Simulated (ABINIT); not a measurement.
Crystal: CdSe (Cadmoselite).

```
Cd Se
1.0
     4.30000    0.00000    0.00000
    -2.15000    3.72391    0.00000
     0.00000    0.00000    7.02000
Cd Se
2 2
Direct
  0.66667 0.33333 0.50000
  0.33333 0.66667 0.00000
  0.66667 0.33333 0.88500
  0.33333 0.66667 0.38500
```

```yaml
Program: ABINIT 10.8.3 (patched build)
Task: relaxation of cell and atoms
Functional: PBE
Dispersion: D3(BJ)
Potentials_or_basis: JTH PAW PBE v2.0
Cutoff: 599 eV
k_mesh: 6 × 6 × 3
Occupations: fermi-dirac, width 0.05 eV
Spin: no spin polarisation
```

At the start: pressure 1.0 GPa; volume 28.10 Å³/atom.

Task: How do energy, volume and symmetry change on relaxing?

Result: Over 12 steps the energy falls by 6.4 meV/atom and the volume is 28.60 Å³/atom (+1.8 %); space group P6_3mc (No. 186, to 0.05 Å).

Step by step:
```csv
step,energy change (eV),largest force (eV/Å),pressure (GPa),volume (Å³)
1,0.0000,0.2867,1.02,112.41
2,-0.0070,0.2482,0.82,112.76
3,-0.0236,0.0427,-0.04,114.50
4,-0.0237,0.0346,-0.06,114.53
5,-0.0243,0.0053,-0.07,114.57
6,-0.0248,0.0171,-0.03,114.48
7,-0.0253,0.0259,0.06,114.27
8,-0.0256,0.0156,0.11,114.14
9,-0.0256,0.0050,0.11,114.14
10,-0.0257,0.0023,0.08,114.21
11,-0.0257,0.0044,0.03,114.33
12,-0.0257,0.0018,0.00,114.39
```

Final structure:
```
Cd Se
1.0
     4.32347    0.00000    0.00000
    -2.16173    3.74423    0.00000
     0.00000    0.00000    7.06622
Cd Se
2 2
Direct
  0.66667 0.33333 0.50485
  0.33333 0.66667 0.00485
  0.66667 0.33333 0.88015
  0.33333 0.66667 0.38015
```
